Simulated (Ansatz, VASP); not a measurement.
This is a calculation of Si for Ansatz 0.2.0.

Contents of input.yaml:

```yaml
crystal:
  lattice:
    - [0.0, 2.7035831784, 2.7035831784]
    - [2.7035831784, 0.0, 2.7035831784]
    - [2.7035831784, 2.7035831784, 0.0]
  atoms:
    - { symbol: Si, position: [0.5, 0.5, 0.5] }
    - { symbol: Si, position: [0.75, 0.75, 0.75] }
hamiltonian:
  xc: r2scan
  pseudopotentials: { kind: paw }
  dispersion: d4
kpoints:
  mp_grid: { grid: [8, 8, 8] }
scf:
  occupations: { method: fermi_dirac, width: 0.05 }
output:
  forces: true
  stress: true
  eigenvalues: true
```

Potentials or basis: Ansatz PAW.

Launch:

```console
$ ansatz run input.yaml --threads 2 --pin off --max-ram 5120MiB --backend cpu --events-out ev --progress --plain --runs-dir out
```

Task: Translate it to VASP 6.6.1. Potentials there: VASP PAW PBE potentials, release 64 (Si).

Result: As run (the cutoff follows the program's own potentials):

Contents of POSCAR:

```
Si
1.0
    0.0000000000      2.7035831784      2.7035831784
    2.7035831784      0.0000000000      2.7035831784
    2.7035831784      2.7035831784      0.0000000000
Si
2
Direct
    0.5000000000      0.5000000000      0.5000000000
    0.7500000000      0.7500000000      0.7500000000
```

File INCAR.step1:

```
PREC     = Accurate       # precision mode
ENCUT    = 520            # plane-wave cutoff, eV
ISMEAR   = -1             # smearing method
SIGMA    = 0.05           # smearing width, eV
LREAL    = False          # projectors in reciprocal space
LASPH    = True           # aspherical terms in the spheres
NELM     = 60             # most SCF steps
NBANDS   = 11             # bands
GGA      = PE             # functional
ALGO     = Normal         # electronic algorithm
EDIFF    = 1E-4           # SCF threshold, eV
LWAVE    = True           # write WAVECAR
LCHARG   = False          # write CHGCAR
```

File INCAR.step2:

```
PREC     = Accurate       # precision mode
ENCUT    = 520            # plane-wave cutoff, eV
EDIFF    = 1E-7           # SCF threshold, eV
ISMEAR   = -1             # smearing method
SIGMA    = 0.05           # smearing width, eV
LREAL    = False          # projectors in reciprocal space
LASPH    = True           # aspherical terms in the spheres
NELM     = 60             # most SCF steps
ALGO     = Normal         # electronic algorithm
ISIF     = 2              # what is computed and relaxed
LWAVE    = False          # write WAVECAR
LCHARG   = False          # write CHGCAR
METAGGA  = R2SCAN         # meta-GGA
LMIXTAU  = True         
IVDW     = 13             # dispersion correction
VDW_S6   = 1.0          
VDW_S8   = 0.6018749    
VDW_A1   = 0.51559235   
VDW_A2   = 5.77342911   
NBANDS   = 11             # bands
ISTART   = 1
```

File KPOINTS:

```
regular mesh
0
Gamma
  8 8 8
```

Potentials or basis: VASP PAW PBE potentials, release 64 (Si).

Command:

```bash
$ cat potpaw_PBE.64/Si/POTCAR > POTCAR
$ cp INCAR.step1 INCAR
$ mpirun -np 1 vasp_std > vasp.out
$ cp INCAR.step2 INCAR
$ mpirun -np 1 vasp_std > vasp.out
```

Both were run:

|  | VASP | Ansatz | Ansatz less VASP |
| --- | --- | --- | --- |
| gap on the k mesh at the Fermi level (eV) | 0.79 | 0.78 | -0.015 |
| least direct gap on the mesh (eV) | 2.76 | 2.75 | -0.017 |
| pressure (GPa) | 1.0 | 1.2 | +0.25 |
| dispersion energy (meV/atom) | -120.4 | -120.6 | -0.14 |

Caveats: the PAW data sets were made with another functional, which shifts forces and pressure a little (VASP); the PAW data sets come from PBE, with cores solved anew for the run's functional, which leaves a small shift of forces and pressure (Ansatz). r2SCAN opens gaps a little over a GGA but as a rule still falls short of measured ones. A k mesh can miss the band edges.
